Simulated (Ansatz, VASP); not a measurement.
**InAs: VASP beside Ansatz**

INCAR

```
PREC = Accurate
ENCUT = 520
EDIFF = 1E-7
ISMEAR = -1
SIGMA = 0.1
LREAL = False
LASPH = True
NELM = 60
ALGO = Normal
ISIF = 2
LWAVE = False
LCHARG = False
GGA = PE
NBANDS = 16
```

The input KPOINTS:

```
Automatic mesh
0
Gamma
  13 13 13
```

POSCAR

```
InAs
1.0
    0.0000000000      2.7560442210      2.7560442210
    2.7560442210      0.0000000000      2.7560442210
    2.7560442210      2.7560442210      0.0000000000
In As
1 1
Direct
    0.0000000000      0.0000000000      0.0000000000
    0.5000000000      0.5000000000      0.5000000000
```

Input for Ansatz:

```yaml
crystal:
  lattice:
    - [0.0, 2.756044221, 2.756044221]
    - [2.756044221, 0.0, 2.756044221]
    - [2.756044221, 2.756044221, 0.0]
  atoms:
    - { symbol: In, position: [0.0, 0.0, 0.0] }
    - { symbol: As, position: [0.5, 0.5, 0.5] }
kpoints:
  mp_grid: { grid: [13, 13, 13] }
scf:
  occupations: { method: fermi_dirac, width: 0.1 }
hamiltonian:
  xc: pbe
  pseudopotentials: { kind: paw }
output:
  forces: true
  stress: true
  eigenvalues: true
  populations: true
```

Change from the starting cell: volume scaled by 0.88, PAW files.

Alike in both runs: task single point; functional PBE; k mesh 13 × 13 × 13; occupations fermi-dirac, width 0.1 eV; no spin polarisation.

|  | VASP | Ansatz |
| --- | --- | --- |
| version | VASP 6.6.1 | Ansatz 0.2.0 |
| potentials or method | VASP PAW PBE potentials, release 64 (In_d, As) | PAW with Ansatz's default frozen-core files, scalar-relativistic |
| plane-wave cutoff (eV) | 520 | 420 |
| valence electrons in the cell | 18 | 28 |

Ansatz gave:

* pressure (GPa): 10.6

Task: What did VASP give for the same quantities?

Result: Pressure (GPa): 10.7.

The two sets of potentials don't hold the same shells in valence.
